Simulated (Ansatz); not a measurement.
TiC: a fit and a missing row

TiC, Fm-3m, a = 4.333 Å. Ansatz: PBE, PAW, 420 eV, Γ-centred 16×16×16 mesh on 2 atoms, Gaussian smearing 0.10 eV; no spin polarisation. Symmetry fixes shape and atoms, so the cell is only scaled; pressure is positive in compression.

| V (Å³/atom) | P (GPa) |
| --- | --- |
| 9.558 | 17.56 |
| 9.863 | 8.13 |
| 10.168 | 0.02 |
| 10.473 | -6.95 |
| 10.778 | ? |

Take V0 = 10.168 Å³/atom, count pressures from its P0 = 0.02 GPa, fit the third-order Birch–Murnaghan form to the other rows, and predict the missing pressure.

With the Eulerian strain f = ½[(V0/V)^(2/3) − 1] and y = (P − P0)/[3f(1 + 2f)^(5/2)], the form is the line y = B0 + 1.5 B0 (B0′ − 4) f. Rows (f, y): 0.02105, 250.5; 0.01026, 250.4; -0.00976, 250.1. Means f = 0.007183, y = 250.33; Σ(Δf)² = 0.0004888, ΣΔfΔy = 0.006470; the slope is their ratio. y = 250.2 + 13.24 f GPa, so B0 = 250.2 GPa and B0′ = 4 + 2 × (13.24)/(3 × 250.2) = 4.04. At V = 10.778, f = -0.01905, y = 249.95 and P = -12.94 GPa. The run gave -12.96 GPa, so the fit is 0.02 GPa too high, a small miss on the scale of the series. The form still works here, 33 % of the fitted range beyond its end.